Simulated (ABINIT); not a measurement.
Runs of ABINIT 10.8.3 (patched build) on CdSe. Symmetry: F-43m, No. 216, cubic system. The conventional cell has a = 6.141 Å, b = 6.141 Å, c = 6.141 Å, α = 90.00°, β = 90.00°, γ = 90.00°. Cd (site symmetry -43m) is surrounded by 4 Se at 2.66 Å. Around Se (site symmetry -43m) lie 4 Cd at 2.66 Å. Measurements of this composition are mostly on another form, of space group No. 186.

```csv
task,level,potentials or basis,k mesh,cutoff (eV),fine-grid cutoff,gap on the mesh (eV)
band structure,revPBE,JTH PAW PBE v2.0,8 × 8 × 8,463,925.187 eV,0.67
single point,PBEsol,JTH PAW PBE v2.0,6 × 6 × 6,463,925.187 eV,0.41
band structure,HCTH407,JTH PAW PBE v2.0,8 × 8 × 8,463,925.187 eV,(a)
single point,r2SCAN,JTH PAW PBE v2.0,6 × 6 × 6,544,1088.46 eV,1.01
single point,LDA,JTH PAW LDA v2.0,10 × 10 × 10,463,925.187 eV,0.26
single point,PBEsol,JTH PAW PBE v2.0,5 × 5 × 5,463,925.187 eV,0.41
single point,LDA,JTH PAW LDA v2.0,6 × 6 × 6,463,925.187 eV,0.26
```

Alike in all rows: no spin polarisation; cell as given; smearing fermi-dirac 0.05 eV.

Q: Estimate the missing entries.

A: (a) 0.92.

A k mesh can miss the band edges, and the runs leave out spin-orbit coupling on Cd, Se.

Runs at the PBE level aren't shown here.
